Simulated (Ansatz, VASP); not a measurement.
Os in VASP and in Ansatz

File INCAR:

```
SYSTEM = Os
PREC     = Accurate       ! precision mode
ENCUT    = 520            ! plane-wave cutoff, eV
EDIFF    = 1E-6           ! SCF threshold, eV
ISMEAR   = 0              ! smearing method
SIGMA    = 0.013000000000000001 ! smearing width, eV
LREAL    = .False.        ! projectors in reciprocal space
LASPH    = .True.         ! aspherical terms in the spheres
NELM     = 100            ! most SCF steps
ALGO     = Normal         ! electronic algorithm
ISIF     = 2              ! what is computed and relaxed
LWAVE    = .False.        ! write WAVECAR
LCHARG   = .True.         ! write CHGCAR
GGA      = PE             ! functional
LELF     = .True.         ! ELF
LVHAR    = .True.
```

Contents of KPOINTS:

```
Automatic mesh
0
Gamma
  11 11 6
  0 0 0
```

The input POSCAR:

```
Os
1.0
    2.7341000000      0.0000000000      0.0000000000
   -1.3670500000      2.3678000565      0.0000000000
    0.0000000000      0.0000000000      4.3197000000
Os
2
Direct
    0.6666666667      0.3333333333      0.7500000000
    0.3333333333      0.6666666667      0.2500000000
```

Contents of input.yaml:

```yaml
crystal:
  lattice:
    - [2.7341, 0.0, 0.0]
    - [-1.36705, 2.3678000565, 0.0]
    - [0.0, 0.0, 4.3197]
  atoms:
    - { symbol: Os, position: [0.6666666667, 0.3333333333, 0.75] }
    - { symbol: Os, position: [0.3333333333, 0.6666666667, 0.25] }
hamiltonian:
  xc: pbe
  pseudopotentials: { kind: paw }
kpoints:
  mp_grid: { grid: [11, 11, 6] }
scf:
  occupations: { method: gaussian, width: 0.013 }
output:
  forces: true
  stress: true
  eigenvalues: true
  write_density: true
  write_potential: true
  elf: true
  volumetric_format: npy
```

Alike in both runs: task single point; functional PBE; k mesh 11 × 11 × 6; occupations gaussian, width 0.013 eV; no spin polarisation.

```csv
,VASP,Ansatz
version,VASP 6.6.1,Ansatz 0.2.0
potentials or method,"VASP PAW PBE potentials, release 64 (Os)",Ansatz PAW
plane-wave cutoff (eV),520,420
valence electrons in the cell,16,32
```

Ansatz gave:

- gap on the k mesh at the Fermi level (eV): none
- pressure (GPa): 8.8
- largest component of the traceless stress (GPa): 0.22

Problem. Which values does VASP return?

Solution. gap on the k mesh at the Fermi level (eV): none; pressure (GPa): 8.8; largest component of the traceless stress (GPa): 0.19.

A gap of «none» marks a metal or a gap that the smearing closes. The two sets of potentials don't hold the same shells in valence.

Spin-orbit coupling is left out, which matters for the levels of Os.
